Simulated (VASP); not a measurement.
Write the native input for VASP 6.6.1 that does the following.

```
Task                   : single point
Functional             : PBEsol
Potentials or basis    : VASP PAW PBE potentials, release 64 (C, N)
Cutoff                 : 520 eV
k mesh                 : 2 × 2 × 1
Occupations            : fermi-dirac, width 0.02 eV
Spin                   : collinear spin, typed start
Starting moments       : [0.0, 0.0, 0.0, 0.0, 0.0, 0.0, 0.0, 0.0, 0.0, 0.0, 0.0, 0.0, 0.0, 0.0, 0.0, 0.0, 0.0, 0.0, 0.27] μB
Dipole correction      : no
Further INCAR settings : LREAL = Auto; ALGO = Fast; EDIFF = 1e-06; NBANDS = 58
```

The structure of C18N lies in POSCAR:

```
C18N
1.0
    7.3980000000      0.0000000000      0.0000000000
   -3.6990000000      6.4068560000      0.0000000000
    0.0000000000      0.0000000000     12.0000000000
C N
18 1
Direct
    0.0000000000      0.0000000000      0.0833333333
    0.2222222309      0.1111111285      0.0833333333
    0.0000000260      0.3333333854      0.0833333333
    0.2222222569      0.4444445138      0.0833333333
   -0.0000000260      0.6666666146      0.0833333333
    0.2222222049      0.7777777431      0.0833333333
    0.3333333333      0.0000000000      0.0833333333
    0.5555555642      0.1111111285      0.0833333333
    0.3333333593      0.3333333854      0.0833333333
    0.5555555902      0.4444445138      0.0833333333
    0.3333333073      0.6666666146      0.0833333333
    0.5555555382      0.7777777431      0.0833333333
    0.6666666667      0.0000000000      0.0833333333
    0.8888888976      0.1111111285      0.0833333333
    0.6666666927      0.3333333854      0.0833333333
    0.8888889236      0.4444445138      0.0833333333
    0.6666666407      0.6666666146      0.0833333333
    0.8888888715      0.7777777431      0.0833333333
    1.2725206448      0.9814219330      0.2050000000
```

The cell was built by a generator and needn't be a form met in nature.

The input as run:

INCAR

```
SYSTEM = C18N
PREC = Accurate
ENCUT = 520
EDIFF = 1E-6
ISMEAR = -1
SIGMA = 0.02
LREAL = Auto
LASPH = .TRUE.
NELM = 150
ALGO = Fast
ISIF = 2
LWAVE = .FALSE.
LCHARG = .FALSE.
ISPIN = 2
MAGMOM = 0 0 0 0 0 0 0 0 0 0 0 0 0 0 0 0 0 0 0.27
LORBIT = 11
GGA = PS
NBANDS = 58
```

KPOINTS

```
Automatic mesh
0
G
  2 2 1
  0 0 0
```

Potentials or basis: VASP PAW PBE potentials, release 64 (C, N).

Command:

```console
$ cat potpaw_PBE.64/C/POTCAR potpaw_PBE.64/N/POTCAR > POTCAR
$ mpirun -np 1 vasp_std > vasp.out
```

Results of the run:

```
Largest force                                         : 2.442 eV/Å
Band gap on the k mesh                                : 0.30 eV, indirect (least direct gap 0.32 eV)
Net moment                                            : 1.00 μB per cell
Site moments                                          : C +0.09, -0.03, +0.06, +0.01, +0.07, +0.05, -0.04; N +0.43 μB
Valence electrons inside the program's atomic spheres : C 2.64, 2.62, 2.63, 2.71, 2.65; N 3.50
```

Caveat: the k mesh is coarse (spacing up to 0.49 Å⁻¹), so the values aren't converged; the PAW data sets were made with another functional, which shifts forces and pressure a little.

Run time: 13 min on 1 thread of Intel(R) Xeon(R) Platinum 8375C CPU @ 2.90GHz (Ice Lake) (shared host), peak memory 0.86 GiB.
